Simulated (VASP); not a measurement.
# Pb (P6_3/mmc) in VASP: further runs

Aim: see how the results for Pb move with the level of theory and the settings. Levels: PBE+TS, PBE, PBEsol+D4. Tasks: band structure, relaxation of the atoms, equation of state.

Everything below comes from runs of VASP 6.6.1. Logs are shortened: lines on timing, memory, paths and dates and some standing lists are left out, and cuts for length are marked.

## (1) The structure

The structure is hexagonal, space group P6_3/mmc (No. 194). The conventional cell has a = 3.480 Å, b = 3.480 Å, c = 5.590 Å, α = 90.00°, β = 90.00°, γ = 120.00°. Pb (site symmetry -6m2) has 12 Pb at 3.44 to 3.48 Å as nearest neighbours.

This isn't the form of Pb at room conditions, which is fcc.

## (2) Band structure, PBE+TS

The input, run.py:

```python
from ase.calculators.vasp import Vasp
from ase.dft.bandgap import bandgap
from ase.io import read

atoms = read('Pb.cif', primitive_cell=True, subtrans_included=False)
calc = Vasp(
    directory='calc',
    xc='pbe',
    pp='PBE',
    setups='recommended',
    pp_version='54',
    prec='Accurate',
    encut=520,
    ediff=1e-07,
    ismear=1,
    sigma=0.2,
    lreal=False,
    lasph=True,
    nelm=60,
    algo='Fast',
    isif=2,
    lwave=False,
    lcharg=True,
    ivdw=2,
    kpts=[3, 3, 2],
    gamma=True,
    nbands=21,
)
atoms.calc = calc

print('energy (eV):', atoms.get_potential_energy())
print('free energy (eV):', atoms.get_potential_energy(force_consistent=True))
efermi = calc.get_fermi_level()
print('Fermi level (eV):', efermi)
path = atoms.cell.bandpath(npoints=40, eps=1e-4)
print('path:', path.path)
calc.set(kpts=path.kpts, reciprocal=True, icharg=11, isym=0, lcharg=False)
calc.calculate(atoms)
print('gap on the path (eV):', bandgap(calc, efermi=efermi)[0])
print('direct gap on the path (eV):', bandgap(calc, efermi=efermi, direct=True)[0])
```

The input, Pb.cif:

```cif
data_Pb
_cell_length_a 3.48000000
_cell_length_b 3.48000000
_cell_length_c 5.59000000
_cell_angle_alpha 90.00000000
_cell_angle_beta 90.00000000
_cell_angle_gamma 120.00000000
_space_group_name_H-M_alt 'P6_3/mmc'
_space_group_name_Hall '-P 6c 2c'
_space_group_IT_number 194
loop_
_space_group_symop_operation_xyz
'x,y,z'
'-x,-y,-z'
'x-y,x,z+1/2'
'-x+y,-x,-z+1/2'
'-y,x-y,z'
'y,-x+y,-z'
'-x,-y,z+1/2'
'x,y,-z+1/2'
'-x+y,-x,z'
'x-y,x,-z'
'y,-x+y,z+1/2'
'-y,x-y,-z+1/2'
'-y,-x,-z+1/2'
'y,x,z+1/2'
'-x,-x+y,-z'
'x,x-y,z'
'-x+y,y,-z+1/2'
'x-y,-y,z+1/2'
'y,x,-z'
'-y,-x,z'
'x,x-y,-z+1/2'
'-x,-x+y,z+1/2'
'x-y,-y,-z'
'-x+y,y,z'
loop_
_atom_site_label
_atom_site_type_symbol
_atom_site_symmetry_multiplicity
_atom_site_Wyckoff_symbol
_atom_site_fract_x
_atom_site_fract_y
_atom_site_fract_z
_atom_site_occupancy
Pb1 Pb 2 c 0.6666666667 0.3333333333 0.7500000000 1
```

Potentials or basis: VASP PAW PBE potentials, release 54 (Pb_d).

On the command line:

```console
python run.py
```

The log of the run:

```text
energy (eV): -8.15656355
free energy (eV): -8.15961995
Fermi level (eV): 7.11879266
path: GMKGALHA,LM,KH
gap on the path (eV): 0.0
direct gap on the path (eV): 0.0
```

OUTCAR:

```text
ENCUT = 520.000000
   EDIFF = 1.00e-07
   GGA = PE
   PREC = Accurate
   ICHARG = 11
   ISIF = 2
   ISMEAR = 1
   ISYM = 0
   NELM = 60
   IVDW = 2
   LASPH = .TRUE.
   LREAL = .FALSE.
  IVDW =   2

 ion  position               nearest neighbor table
   1  0.667  0.333  0.750-   2 3.44   2 3.44   2 3.44   2 3.44   2 3.44   2 3.44
   2  0.333  0.667  0.250-   1 3.44   1 3.44   1 3.44   1 3.44   1 3.44   1 3.44

IMPORTANT INFORMATION: All symmetrisations will be switched off!
NOSYMM: (Re-)initialisation of all symmetry stuff for point group C_1.

----------------------------------------------------------------------------------------

                                     Primitive cell

  volume of cell :      58.6274

  direct lattice vectors                    reciprocal lattice vectors
     3.480000000  0.000000000  0.000000000     0.287356322  0.165905250  0.000000000
    -1.740000000  3.013768405  0.000000000     0.000000000  0.331810500  0.000000000
     0.000000000  0.000000000  5.590000000     0.000000000  0.000000000  0.178890877

  length of vectors
     3.480000000  3.480000000  5.590000000     0.331810500  0.331810500  0.178890877

  position of ions in fractional coordinates (direct lattice)
     0.666666667  0.333333333  0.750000000
     0.333333333  0.666666667  0.250000000

  ion indices of the primitive-cell ions
   primitive index   ion index
                 1           1
                 2           2

----------------------------------------------------------------------------------------

 KPOINTS: KPOINTS created by Atomic Simulation Env

Read explicit list of k-points.

 Found     40 k-points:

 Following reciprocal coordinates:
            Coordinates               Weight
  0.000000  0.000000  0.000000      0.025000
  0.100000  0.000000  0.000000      0.025000
  0.200000  0.000000  0.000000      0.025000
  0.300000  0.000000  0.000000      0.025000
  0.400000  0.000000  0.000000      0.025000
  0.500000  0.000000  0.000000      0.025000
[... 16 lines left out ...]
  0.444444  0.111111  0.500000      0.025000
  0.388889  0.222222  0.500000      0.025000
 [... further k-points ...]
   k-points           NKPTS =     40   k-points in BZ     NKDIM =     40   number of bands    NBANDS=     21
   number of dos      NEDOS =    301   number of ions     NIONS =      2
   total plane-waves  NPLWV =  32928
   dimension x,y,z NGX =    28 NGY =   28 NGZ =   42
   dimension x,y,z NGXF=    56 NGYF=   56 NGZF=   84
   ions per type =               2
   NGX,Y,Z   is equivalent  to a cutoff of  13.38, 13.38, 12.49 a.u.
   NGXF,Y,Z  is equivalent  to a cutoff of  26.75, 26.75, 24.98 a.u.
 SYSTEM =  unknown system
   PREC   = accura    normal or accurate (medium, high low for compatibility)
   ISTART =      0    job   : 0-new  1-cont  2-samecut
   ICHARG =     11    charge: 1-file 2-atom 10-const
   ISPIN  =      1    spin polarized calculation?
   LNONCOLLINEAR =      F non collinear calculations
   LSORBIT =      F    spin-orbit coupling
   LASPH  =      T    aspherical Exc in radial PAW
   ENCUT  =  520.0 eV  38.22 Ry    6.18 a.u.   6.47  6.47 10.39*2*pi/ulx,y,z
   NELM   =     60;   NELMIN=  2; NELMDL=  0     # of ELM steps
   EDIFF  = 0.1E-06   stopping-criterion for ELM
   LREAL  =      F    real-space projection
   EDIFFG = 0.1E-05   stopping-criterion for IOM
   NSW    =      0    number of steps for IOM
   IBRION =     -1    ionic relax: 0-MD 1-quasi-New 2-CG
   NFREE  =      0    steps in history (QN), initial steepest desc. (CG)
   ISIF   =      2    stress and relaxation
   ISYM   =      0    0-nonsym 1-usesym 2-fastsym
   POTIM  = 0.5000    time-step for ionic-motion
   TEBEG  =    0.0;   TEEND  =   0.0 temperature during run
   PSTRESS=    0.0 pullay stress
   NELECT =      28.0000    total number of electrons
   NUPDOWN=      -1.0000    fix difference up-down
   EMIN   =  10.00;   EMAX   =-10.00  energy-range for DOS
   EFERMI =   0.00;   METHOD = LEGACY
   ISMEAR =     1;   SIGMA  =   0.20  broadening in eV -4-tet -1-fermi 0-gaus
   EFERMI_NEDOS =   21; number of points for ismear=-14 and -15
   IALGO  =     68    algorithm
   IMIX   =      4    mixing-type and parameters
     AMIX     =   0.40;   BMIX     =  1.00
     AMIX_MAG =   1.60;   BMIX_MAG =  1.00
  volume/ion in A,a.u.               =      29.31       197.82
  Fermi-wavevector in a.u.,A,eV,Ry     =   1.279658  2.418203 22.279870  1.637524
  Thomas-Fermi vector in A             =   2.412131
   LORBIT       =      0    0 simple, 1 ext, 2 COOP (PROOUT), +10 PAW based schemes
   GGA     = PE    functional components
   LHFCALC =     F    Hartree Fock is set to
   AEXX    =    0.0000 exact exchange contribution
   IVDW    =     2    specifies the selected vdW correction
   LEPSILON=     F    determine dielectric tensor
   LRPA    =     F    only Hartree local field effects (RPA)
 non-spin polarized calculation
 RMM-DIIS sequential band-by-band and
 Methfessel and Paxton  Order N= 1 SIGMA  =   0.20
  energy-cutoff  :      520.00
  volume of cell :       58.63
 maximum number of plane-waves:      1595
 NGX is ok and might be reduce to    28

 number of electron      28.0000005 magnetization

 Free energy of the ion-electron system (eV)
  ---------------------------------------------------
  ext. energy  EPLUGINS =         0.00000000
  ---------------------------------------------------
  free energy    TOTEN  =        -8.07150712 eV

  energy without entropy =       -8.07077347  energy(sigma->0) =       -8.07126257

 E-fermi :   7.8965     XC(G=0): -10.3650

 val. band max:        7.7532417053   @ k =   0.2500   0.0000   0.5000
 cond. band min:       7.9094002441   @ k =   0.2381   0.2381   0.5000
 fundamental gap:      0.1561585388
 Fermi energy:         7.8965264975

 k-point     1 :       0.0000    0.0000    0.0000
  band No.  band energies     occupation
      1      -9.5291      2.00000
      2      -9.4820      2.00000
      3      -9.4515      2.00000
      4      -9.4515      2.00000
      5      -9.4268      2.00000
      6      -9.4268      2.00000
[... 13 lines left out ...]
     20      16.6894      0.00000
     21      19.1604      0.00000

 k-point     2 :       0.1000    0.0000    0.0000
  band No.  band energies     occupation
      1      -9.5229      2.00000
      2      -9.4867      2.00000
      3      -9.4358      2.00000
      4      -9.4270      2.00000
      5      -9.4212      2.00000
      6      -9.4076      2.00000
[... 13 lines left out ...]
     20      17.5367      0.00000
     21      18.4210      0.00000

 k-point     3 :       0.2000    0.0000    0.0000
  band No.  band energies     occupation
      1      -9.5503      2.00000
      2      -9.4614      2.00000
      3      -9.4411      2.00000
      4      -9.4309      2.00000
      5      -9.4297      2.00000
      6      -9.3668      2.00000
[... 13 lines left out ...]
     20      17.4983      0.00000
     21      18.5090      0.00000

 k-point     4 :       0.3000    0.0000    0.0000
  band No.  band energies     occupation
      1      -9.5936      2.00000
      2      -9.4879      2.00000
      3      -9.4620      2.00000
      4      -9.4568      2.00000
      5      -9.3966      2.00000
      6      -9.3035      2.00000
[... 13 lines left out ...]
     20      16.6781      0.00000
     21      18.2901      0.00000

 k-point     5 :       0.4000    0.0000    0.0000
  band No.  band energies     occupation
      1      -9.6278      2.00000
      2      -9.5295      2.00000
      3      -9.4772      2.00000
      4      -9.4768      2.00000
      5      -9.3590      2.00000
      6      -9.3340      2.00000
[... 13 lines left out ...]
     20      16.1477      0.00000
     21      18.0706      0.00000
[... 382 lines left out ...]
     20      14.5904      0.00000
     21      16.7403      0.00000

 k-point    22 :       0.5000    0.0000    0.5000
  band No.  band energies     occupation
      1      -9.5684      2.00000
      2      -9.5684      2.00000
      3      -9.5245      2.00000
      4      -9.5245      2.00000
      5      -9.3379      2.00000
      6      -9.3379      2.00000
[... 13 lines left out ...]
     20      14.6075      0.00000
     21      16.1913      0.00000

 k-point    23 :       0.4444    0.1111    0.5000
  band No.  band energies     occupation
      1      -9.5547      2.00000
      2      -9.5547      2.00000
      3      -9.4999      2.00000
      4      -9.4999      2.00000
      5      -9.3508      2.00000
      6      -9.3508      2.00000
[... 13 lines left out ...]
     20      15.7147      0.00000
     21      16.6024      0.00000

 k-point    24 :       0.3889    0.2222    0.5000
  band No.  band energies     occupation
      1      -9.5369      2.00000
      2      -9.5369      2.00000
      3      -9.4264      2.00000
      4      -9.4264      2.00000
      5      -9.3738      2.00000
      6      -9.3738      2.00000
[... 13 lines left out ...]
     20      16.3617      0.00000
     21      17.8528      0.00000

 [... further k-points ...]

------------------------ aborting loop because EDIFF is reached ----------------------------------------

  Hirshfeld charges:
            ion         q(e)
   ------------------------------
      1     Pb       0.00000005
      2     Pb      -0.00000005

  Tkatchenko/Scheffler method for vdW energy calculation

  Number of pair interactions contributing to vdW energy:   26852

  Edisp (eV):   -0.66577

  FORCE on cell =-STRESS in cart. coord.  units (eV):
  Direction    XX          YY          ZZ          XY          YZ          ZX
  --------------------------------------------------------------------------------------
  -------------------------------------------------------------------------------------
  Total      -0.03862    -6.85265     0.59227     6.36342     0.00007    -0.00006
  in kB      -1.05547  -187.27002    16.18554   173.90028     0.00203    -0.00153
  external pressure =      -57.38 kB  Pullay stress =        0.00 kB

 VOLUME and BASIS-vectors are now :
 -----------------------------------------------------------------------------
  energy-cutoff  :      520.00
  volume of cell :       58.63
      direct lattice vectors                 reciprocal lattice vectors
     3.480000000  0.000000000  0.000000000     0.287356322  0.165905250  0.000000000
    -1.740000000  3.013768405  0.000000000     0.000000000  0.331810500  0.000000000
     0.000000000  0.000000000  5.590000000     0.000000000  0.000000000  0.178890877

 POSITION                                       TOTAL-FORCE (eV/Angst)
 -----------------------------------------------------------------------------------
      1.74000      1.00459      4.19250        -0.024894     -0.025489     -0.000010
     -0.00000      2.00918      1.39750         0.024894      0.025489      0.000010
 -----------------------------------------------------------------------------------
    total drift:                               -0.000008      0.000011     -0.000001

  FREE ENERGIE OF THE ION-ELECTRON SYSTEM (eV)
  ---------------------------------------------------
  free  energy   TOTEN  =        -8.7372770460 eV

  energy  without entropy=       -8.7365433883  energy(sigma->0) =       -8.73703249
```

INCAR:

```text
ENCUT = 520.000000
SIGMA = 0.200000
EDIFF = 1.00e-07
ALGO = Fast
GGA = PE
PREC = Accurate
ICHARG = 11
ISIF = 2
ISMEAR = 1
ISYM = 0
NBANDS = 21
NELM = 60
IVDW = 2
LASPH = .TRUE.
LCHARG = .FALSE.
LWAVE = .FALSE.
LREAL = .FALSE.
```

It took 63 s on 1 thread of Intel Xeon Platinum 8375C at 2.90GHz (Ice Lake), shared host; peak memory 0.18 GiB.

These settings aren't checked as converged (typed here: k = 3 × 3 × 2): the numbers below hold their error.

What came out:

| Item | Value |
| --- | --- |
| Band gap along the path | none (metal or under the smearing width) |
| Dispersion energy per atom | -0.333 eV |

Caveat: the k mesh is coarse (spacing up to 0.69 Å⁻¹), so the values aren't converged; the log is that of the step along the path at fixed density, whose energy, stress, charges and moments have no meaning; atom-pairwise D2, TS and ULG terms overbind metals; spin-orbit coupling is left out, which moves the levels of the heavy elements; pairwise dispersion overbinds metals, which lowers pressure and volume.

## (3) Relaxation of the atoms, PBE, 28.14 Å³/atom (strain = -0.04)

The input, INCAR:

```
SYSTEM = Pb
PREC = Accurate ; ENCUT = 520
EDIFF = 1E-6 ; ISMEAR = -1
SIGMA = 0.05 ; LREAL = .FALSE.
LASPH = .TRUE. ; NELM = 80
ALGO = Fast ; ISIF = 2
LWAVE = .FALSE. ; LCHARG = .FALSE.
GGA = PE ; IBRION = 2
NSW = 40 ; EDIFFG = -0.01
```

The input, KPOINTS:

```
regular mesh
0
G
  9 9 5
  0 0 0
```

The input, POSCAR:

```
Pb
1.0
    3.3408000000      0.0000000000      0.0000000000
   -1.6704000000      3.0137684052      0.0000000000
    0.0000000000      0.0000000000      5.5900000000
Pb
2
Direct
    0.6666666667      0.3333333333      0.7500000000
    0.3333333333      0.6666666667      0.2500000000
```

Potentials or basis: VASP PAW PBE potentials, release 64 (Pb_d).

On the command line:

```console
cat potpaw_PBE.64/Pb_d/POTCAR > POTCAR
mpirun -np 1 vasp_std > vasp.out
```

Wall time 40 s (1 thread of Intel Xeon 6975P-C (Granite Rapids), shared host); peak memory 0.21 GiB.

The run converged. Its results:

```yaml
Free_energy: -6.9455 eV
Energy_gained_by_relaxing: 0.0 meV/atom
Ionic_steps: 2
Pressure_after_relaxing: 6.7 GPa
Largest_force_after_relaxing: 0.005 eV/Å
Band_gap_on_the_k_mesh: none (metal or under the smearing width)
```

## (4) Relaxation of the atoms, PBE, 28.73 Å³/atom (strain = -0.02)

INCAR is that of step 3.

KPOINTS is that of step 3.

The input, POSCAR:

```
Pb
1.0
    3.4104000000      0.0000000000      0.0000000000
   -1.7052000000      3.0137684052      0.0000000000
    0.0000000000      0.0000000000      5.5900000000
Pb
2
Direct
    0.6666666667      0.3333333333      0.7500000000
    0.3333333333      0.6666666667      0.2500000000
```

On the command line:

```console
cat potpaw_PBE.64/Pb_d/POTCAR > POTCAR
mpirun -np 1 vasp_std > vasp.out
```

Run time: 32 s. Hardware: 1 thread of Intel Xeon 6975P-C (Granite Rapids), shared host; peak memory 0.21 GiB.

The run converged. Its results:

| Item | Value |
| --- | --- |
| Free energy | -6.9873 eV |
| Pressure after relaxing | 5.0 GPa |
| Band gap on the k mesh | none (metal or under the smearing width) |

Caveat: the relaxation stopped at its first step, so nothing moved.

(Continued in part 2 of 2.)
